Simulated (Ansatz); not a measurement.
BN in the zincblende structure was put through Ansatz (plane waves). The start is a rough guess from atomic radii.

Structure:
```
CELL_PARAMETERS angstrom
0.00000 1.68586 1.68586
1.68586 0.00000 1.68586
1.68586 1.68586 0.00000
ATOMIC_POSITIONS crystal
B 0.00000 0.00000 0.00000
N 0.25000 0.25000 0.25000
```

Abridged output:
```
Functional definition: PBE
Crystal: 2 atoms, lattice volume = 9.583 Å³
Basis set: ecut = 420 eV, 169 PW (Γ)
Bands: 8, of which v1, the nominal top of the filled ones, is band 4 counted from 1 (3 counted from 0)
Symmetry: 24 space group operations
Space group: F-43m (ITA 216)
k-points: 72 of 1728 (time reversal used)
preconditioner: auto → none  [insulator: Δε(μ)=4.599 eV  σ=0.020 eV  ℏωp=33.9 eV]
SCF 1 converged in 6 iterations: F = -541.542965 eV  dr2 = 8.55e-10
relax step 1: F+E_penalty+E_count = -541.54296537 eV  P = +119.598 GPa  Ω = 9.583 Å³
SCF 2 converged in 6 iterations: F = -542.095586 eV  dr2 = 4.07e-10
relax step 2: F+E_penalty+E_count = -542.09558570 eV  P = +46.591 GPa  Ω = 10.697 Å³
SCF 3 converged in 6 iterations: F = -542.231656 eV  dr2 = 1.64e-10
relax step 3: F+E_penalty+E_count = -542.23165563 eV  P = +8.155 GPa  Ω = 11.553 Å³
SCF 4 converged in 5 iterations: F = -542.236106 eV  dr2 = 4.55e-10
relax step 4: F+E_penalty+E_count = -542.23610555 eV  P = +0.785 GPa  Ω = 11.752 Å³
SCF 5 converged in 4 iterations: F = -542.236046 eV  dr2 = 3.54e-9
relax step 5: F+E_penalty+E_count = -542.23604571 eV  P = +0.015 GPa  Ω = 11.774 Å³
SCF 6 converged in 6 iterations: F = -542.274257 eV  dr2 = 2.15e-12
relax step 6: F+E_penalty+E_count = -542.27425663 eV  P = +4.213 GPa  Ω = 11.774 Å³  (SCF on a basis re-selected at this cell)
SCF 7 converged in 4 iterations: F = -542.275138 eV  dr2 = 1.04e-7
relax step 7: F+E_penalty+E_count = -542.27513796 eV  P = +0.352 GPa  Ω = 11.893 Å³
SCF 8 converged in 3 iterations: F = -542.275074 eV  dr2 = 1.19e-7
relax step 8: F+E_penalty+E_count = -542.27507375 eV  P = +0.011 GPa  Ω = 11.904 Å³
SCF 9 converged in 5 iterations: F = -542.275697 eV  dr2 = 9.05e-13
relax step 9: F+E_penalty+E_count = -542.27569670 eV  P = +0.042 GPa  Ω = 11.904 Å³  (SCF on a basis re-selected at this cell)
SCF converged after 5 iterations
Free energy (F): -542.275697 eV
Fermi energy:    13.284458 eV
--- Per-component energies (eV) ---
  E_band       = 25.746131
  E_kinetic    = 185.152187
  E_local      = -176.077050
  E_nonlocal   = 56.515707
  E_hartree    = 49.313382
  E_xc         = -93.332421
  E_vxc        = -116.080439
  E_paw        = -206.405048
  E_vpaw       = -22.391139
  E_ewald      = -357.442556
--- Stress (GPa, compression-positive) ---
        0.041577       0.000000       0.000000
        0.000000       0.041577       0.000000
        0.000000       0.000000       0.041577
  P = ⅓ Tr σ = 0.0416 GPa (0.416 kbar)
--- Relaxed structure (7 steps of the walk, 7 accepted, 2 SCFs on fresh bases) ---
  F+E_penalty+E_count = -542.27569670 eV
  cell:  # Å, volume = 11.9040 Å³
    - [0.000000, 1.812264, 1.812264]
    - [1.812264, 0.000000, 1.812264]
    - [1.812264, 1.812264, 0.000000]
  atoms:
    - { symbol: B, position: [0.000000, 0.000000, 0.000000] }
    - { symbol: N, position: [0.250000, 0.250000, 0.250000] }
```

**Question.** What input produced it? Give the YAML.

**Answer.**
```yaml
crystal:
  # lattice and atoms as above
kpoints:
  mp_grid: { grid: [12, 12, 12] }
hamiltonian:
  xc: pbe
scf:
  occupations: { method: fermi_dirac, width: 0.02 }
relax:
  f_tol: 0.005
  cell: {}
```
The relax steps with a changing cell volume need the relax block with cell. Not every key shows in the log; this is the file that was used.

Run as `ansatz run input.yaml --threads 4 --pin off --max-ram 7372MiB --backend cpu --events-out ev --progress --plain --runs-dir out`. Wall time 2.4 s on 4 threads of Arm Neoverse V2 (shared host); peak host memory 0.27 GiB.

Spin-unpolarised throughout; all numbers are computed.
